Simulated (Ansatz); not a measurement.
# NiO (zincblende structure)

The computed numbers are results of PBE, scalar-relativistic (collinear spin) in the plane-wave PAW code Ansatz at 420 eV, Γ-centred 12×12×12 mesh, 0.05 eV Gaussian smearing; PAW files: Ansatz's generated set soft_2.

```
Ni O
1.0
     0.00000    2.24095    2.24095
     2.24095    0.00000    2.24095
     2.24095    2.24095    0.00000
Ni O
1 1
Cartesian
  0.0000 0.0000 0.0000
  1.1205 1.1205 1.1205
```

This is a trial structure; measured cells of the compound in the Crystallography Open Database are in space group Fm-3m (rock salt).

Magnetic state: ferromagnetic, site spin moments Ni 1.47; O 0.37 μB.

Cell and atoms are those of this level's equilibrium.

The cell has space group F-43m (read at 0.01 Å). In it the stress is -0.01, -0.01, -0.01, 0.00, 0.00, 0.00 GPa and the largest force component 0.000 eV/Å. Each change below starts from this cell, without further relaxation. Stress is in GPa, positive in compression, in the order xx, yy, zz, yz, xz, xy; energies are counted from the cell above and are free energies with the smearing's entropy, which match forces and stress in a metal.

Problem. One atom was moved along a Cartesian axis, and these forces appeared. Which atom, and about how far?
```
atom  Fx (eV/Å)     Fy      Fz
 Ni1      0.000  0.000  -0.139
  O2      0.000  0.000   0.139
```

Solution. Atom 1 (Ni) is moved by 0.02 Å along z; the energy changes by 1.4 meV per cell. Moving the other atom the opposite way is the same thing.

Problem. One atom was moved along a Cartesian axis, and these forces appeared. Which atom, and about how far?
```
atom  Fx (eV/Å)      Fy     Fz
 Ni1      0.000  -0.585  0.000
  O2      0.000   0.586  0.000
```

Solution. Atom 1 (Ni) is moved by 0.08 Å along y; the energy changes by 22.9 meV per cell. Moving the other atom the opposite way is the same thing.

Problem. A single strain component, atoms carried along, gave the stress 2.77, 3.13, 2.77, 0.00, 0.00, 0.00. Which component, and about how large?

Solution. An engineering strain of -2 % in yy; the energy changes by 4.4 meV per cell.

Problem. What stress follows from an engineering strain of 1 % in xz, atoms carried along?

Solution. 0.00, 0.00, 0.00, 0.00, -0.82, 0.00 GPa; the energy changes by 0.6 meV per cell.
| atom | Fx (eV/Å) | Fy | Fz |
| --- | --- | --- | --- |
| Ni1 | 0.000 | 0.070 | 0.000 |
| O2 | 0.000 | -0.070 | 0.000 |
The change of the stress over the strain gives a clamped-atom stiffness of about 82 GPa for this component.

Problem. All atoms and the cell are disturbed at random:
```xyz
2
Lattice="-0.0523 2.2158 2.2249 2.2021 -0.0221 2.1947 2.2136 2.1971 -0.0336" Properties=species:S:1:pos:R:3 pbc="T T T"
Ni    0.0113    0.0485   -0.0582
O     1.0795    1.0492    1.1547
```
Give the energy change, the stress and the forces.

Solution. 101.1 meV per cell; stress 5.72, 4.72, 4.48, -0.95, 7.84, -4.73 GPa. Spin moments: Ni 1.34; O 0.34 μB.
| atom | Fx (eV/Å) | Fy | Fz |
| --- | --- | --- | --- |
| Ni1 | 0.260 | -0.954 | 0.717 |
| O2 | -0.260 | 0.954 | -0.717 |

Problem. All atoms and the cell are disturbed at random:
```
CELL_PARAMETERS angstrom
-0.02918 2.22093 2.27344
2.26256 -0.01735 2.26162
2.25149 2.19804 -0.00629
ATOMIC_POSITIONS crystal
Ni 0.01989 0.02204 0.97862
O 0.23011 0.22796 0.27138
```
Give the energy change, the stress and the forces.

Solution. 152.4 meV per cell; stress 2.61, 3.04, -1.24, 0.07, 0.26, 10.45 GPa. Spin moments: Ni 1.38; O 0.36 μB.
```
atom  Fx (eV/Å)      Fy      Fz
 Ni1     -0.014  -0.012  -1.377
  O2      0.014   0.012   1.377
```

Site moments are of spin, integrated over atomic spheres. Compounds of this kind are often insulators, Mott or charge-transfer ones with an open 3d shell, so the metal found may come from the functional, which lacks a U or exact exchange, or from the structure. The moments were started parallel, and the real magnetic order may be another.
